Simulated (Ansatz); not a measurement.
AlNi₃ under strain

Level of theory: Ansatz, DFT PBEsol, scalar-relativistic, plane waves, PAW. Run with 420 eV cutoff, 14×14×14 k-mesh, Gaussian smearing of 0.10 eV, collinear spin.

The relaxed crystal:

```yaml
crystal:
  lattice:
    - [3.51909, 0.00000, 0.00000]
    - [0.00000, 3.51909, 0.00000]
    - [0.00000, 0.00000, 3.51909]
  atoms:
    - { symbol: Al, position: [0.00000, 0.00000, 0.00000] }
    - { symbol: Ni, position: [0.00000, 0.50000, 0.50000] }
    - { symbol: Ni, position: [0.50000, 0.00000, 0.50000] }
    - { symbol: Ni, position: [0.50000, 0.50000, 0.00000] }
```

Deformation: all cell vectors scaled alike, the atoms relaxed, all within the symmetry that the strain leaves. Energies are extrapolated to zero smearing. Stress is positive in compression, on the Cartesian axes of the cell above.

Strains computed: -3.0, -2.0, -1.0, +1.0, +2.0, +3.0 %.

Task: At which strain does the energy stand 6.5 meV/atom over the relaxed crystal with σxx = 6.59, σyy = 6.59, σzz = 6.59 GPa?

Result: -1.0 %.